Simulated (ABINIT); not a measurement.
## MgO in ABINIT: the effect of functional

Crystal: MgO.

```
Mg O
1.0
     0.00000    2.09700    2.09700
     2.09700    0.00000    2.09700
     2.09700    2.09700    0.00000
Mg O
1 1
Direct
  0.00000 0.00000 0.00000
  0.50000 0.50000 0.50000
```

The cell is a database's computed one.

Alike in all runs:

```yaml
Program: ABINIT 10.8.3 (patched build)
Task: band structure
Potentials_or_basis: JTH PAW PBE v2.0
Cutoff: 762 eV
k_mesh: 11 × 11 × 11
Occupations: fermi-dirac, width 0.05 eV
Spin: no spin polarisation
```

| functional | gap on the mesh (eV) |
| --- | --- |
| PBE | 4.86 |
| LDA | 4.78 |
| PBEsol | 4.76 |
| RPBE | 4.97 |
| BLYP | 5.13 |
| AM05 | 4.84 |
| r2SCAN | 5.77 |
| SCAN | 5.74 |
| revPBE | 4.95 |
| PW91 | 4.90 |
| WC | 4.79 |
| TB-mBJ | ? |

What does the run with functional TB-mBJ give?

gap on the mesh 7.09 eV.

Caveats: the constant c of TB-mBJ comes from the pseudo density here, which moves gaps by up to 0.3 eV between sets of potentials (some runs).

